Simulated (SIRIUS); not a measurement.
A run of SIRIUS 7.12.0:

sirius.json

```json
{
  "control": {
    "processing_unit": "cpu",
    "std_evp_solver_name": "lapack",
    "gen_evp_solver_name": "lapack",
    "verbosity": 2,
    "print_forces": true,
    "ortho_rf": true,
    "use_second_variation": true,
    "rmt_max": 3.0,
    "num_bands_to_print": 17,
    "save_wf": true
  },
  "parameters": {
    "electronic_structure_method": "full_potential_lapwlo",
    "xc_functionals": ["XC_GGA_X_PBE_SOL", "XC_GGA_C_PBE_SOL"],
    "core_relativity": "dirac",
    "valence_relativity": "iora",
    "num_fv_states": 17,
    "smearing": "fermi_dirac",
    "smearing_width": 0.0018374661,
    "pw_cutoff": 20,
    "gk_cutoff": 3.56,
    "lmax_apw": 10,
    "lmax_rho": 8,
    "lmax_pot": 8,
    "num_mag_dims": 0,
    "auto_rmt": 0,
    "ngridk": [12, 12, 12],
    "shiftk": [0, 0, 0],
    "num_dft_iter": 80,
    "energy_tol": 1e-07,
    "density_tol": 1e-05,
    "use_symmetry": true
  },
  "settings": {"tol_ne": 1e-10},
  "iterative_solver": {"type": "exact"},
  "mixer": {"type": "anderson", "beta": 0.5, "max_history": 8},
  "unit_cell": {
    "lattice_vectors": [
      [-0.0210250929, 3.6948246442, 3.6695873518],
      [3.7247900314, 0.0119827534, 3.6365795056],
      [3.712255478, 3.6492841343, 0.024515417]
    ],
    "atom_types": ["Pd"],
    "atom_files": {"Pd": "Pd.json"},
    "atoms": {"Pd": [[0.023837, -0.016987, -0.002967]]}
  }
}
```

The input Pd.json:

```json
{
  "name": "palladium",
  "symbol": "Pd",
  "number": 46,
  "mass": 106.42,
  "rmin": 1e-06,
  "rmt": 2.47,
  "nrmt": 800,
  "rinf": 14.72,
  "core": "1s2s2p3s3p3d",
  "valence": [
    {"basis": [{"enu": 0.09, "dme": 0, "n": 0, "auto": 0}, {"enu": 0.09, "dme": 1, "n": 0, "auto": 0}]},
    {"l": 0, "n": 1, "basis": [{"enu": 0.19, "dme": 0, "n": 0, "auto": 0}]},
    {"l": 1, "n": 2, "basis": [{"enu": 0.19, "dme": 0, "n": 0, "auto": 0}]},
    {"l": 2, "n": 3, "basis": [{"enu": 0.19, "dme": 0, "n": 0, "auto": 0}]},
    {"l": 3, "n": 4, "basis": [{"enu": 0.19, "dme": 0, "n": 0, "auto": 0}]}
  ],
  "lo": [
    {"l": 0, "basis": [{"enu": 0.19, "dme": 0, "n": 0, "auto": 0}, {"enu": 0.19, "dme": 1, "n": 0, "auto": 0}]},
    {"l": 0, "basis": [{"enu": -2.78, "dme": 0, "n": 4, "auto": 1}, {"enu": -2.78, "dme": 1, "n": 4, "auto": 1}]},
    {"l": 0, "basis": [{"enu": -2.78, "dme": 1, "n": 4, "auto": 1}, {"enu": 0.19, "dme": 0, "n": 0, "auto": 0}]},
    {"l": 0, "basis": [{"enu": 0.19, "dme": 0, "n": 0, "auto": 0}, {"enu": 2.8126, "dme": 0, "n": 0, "auto": 0}]},
    {"l": 1, "basis": [{"enu": 0.19, "dme": 0, "n": 0, "auto": 0}, {"enu": 0.19, "dme": 1, "n": 0, "auto": 0}]},
    {
      "l": 1,
      "basis": [{"enu": -1.5349, "dme": 0, "n": 4, "auto": 1}, {"enu": -1.5349, "dme": 1, "n": 4, "auto": 1}]
    },
    {
      "l": 1,
      "basis": [{"enu": -1.5349, "dme": 1, "n": 4, "auto": 1}, {"enu": 0.19, "dme": 0, "n": 0, "auto": 0}]
    },
    {"l": 1, "basis": [{"enu": 0.19, "dme": 0, "n": 0, "auto": 0}, {"enu": 3.2059, "dme": 0, "n": 0, "auto": 0}]},
    {"l": 2, "basis": [{"enu": 0.19, "dme": 0, "n": 0, "auto": 0}, {"enu": 0.19, "dme": 1, "n": 0, "auto": 0}]},
    {"l": 2, "basis": [{"enu": 0.19, "dme": 1, "n": 0, "auto": 0}, {"enu": 0.19, "dme": 2, "n": 0, "auto": 0}]},
    {"l": 2, "basis": [{"enu": 0.19, "dme": 0, "n": 0, "auto": 0}, {"enu": 2.747, "dme": 0, "n": 0, "auto": 0}]},
    {"l": 3, "basis": [{"enu": 0.19, "dme": 0, "n": 0, "auto": 0}, {"enu": 0.19, "dme": 1, "n": 0, "auto": 0}]},
    {"l": 3, "basis": [{"enu": 0.19, "dme": 0, "n": 0, "auto": 0}, {"enu": 3.042, "dme": 0, "n": 0, "auto": 0}]}
  ],
  "free_atom": [... radial grid and density of the free atom, the start of the SCF ...]
}
```

sirius_start.json

```json
{
  "control": {
    "processing_unit": "cpu",
    "std_evp_solver_name": "lapack",
    "gen_evp_solver_name": "lapack",
    "verbosity": 1,
    "print_forces": false,
    "ortho_rf": true,
    "use_second_variation": true,
    "rmt_max": 3.0,
    "num_bands_to_print": 17,
    "save_wf": false
  },
  "parameters": {
    "electronic_structure_method": "full_potential_lapwlo",
    "xc_functionals": ["XC_LDA_X", "XC_LDA_C_PW"],
    "core_relativity": "dirac",
    "valence_relativity": "iora",
    "num_fv_states": 17,
    "smearing": "fermi_dirac",
    "smearing_width": 0.0055123983,
    "pw_cutoff": 20,
    "gk_cutoff": 2.85,
    "lmax_apw": 10,
    "lmax_rho": 8,
    "lmax_pot": 8,
    "num_mag_dims": 0,
    "auto_rmt": 0,
    "ngridk": [5, 5, 5],
    "shiftk": [0, 0, 0],
    "num_dft_iter": 30,
    "energy_tol": 0.01,
    "density_tol": 0.05,
    "use_symmetry": true
  },
  "settings": {"tol_ne": 1e-10},
  "iterative_solver": {"type": "exact"},
  "mixer": {"type": "anderson", "beta": 0.5, "max_history": 8},
  "unit_cell": {
    "lattice_vectors": [
      [-0.0210250929, 3.6948246442, 3.6695873518],
      [3.7247900314, 0.0119827534, 3.6365795056],
      [3.712255478, 3.6492841343, 0.024515417]
    ],
    "atom_types": ["Pd"],
    "atom_files": {"Pd": "Pd.json"},
    "atoms": {"Pd": [[0.023837, -0.016987, -0.002967]]}
  }
}
```

Potentials or basis: all-electron FP-LAPW, apw+lo standard.

Run with:

```sh
$ OMP_NUM_THREADS=1 sirius.scf --input=sirius_start.json --output=start.json
$ OMP_NUM_THREADS=1 sirius.scf --input=sirius.json --output=output.json --task=1
```

Hardware: 1 thread of Intel(R) Xeon(R) 6975P-C (Granite Rapids) (shared host).

How long does it take, and how much memory?

Wall time 65 s on 1 thread of Intel(R) Xeon(R) 6975P-C (Granite Rapids) (shared host), peak memory 1 GiB. Counts: scf iterations 7, k points 868, plane waves 65, basis 110, bands 17.
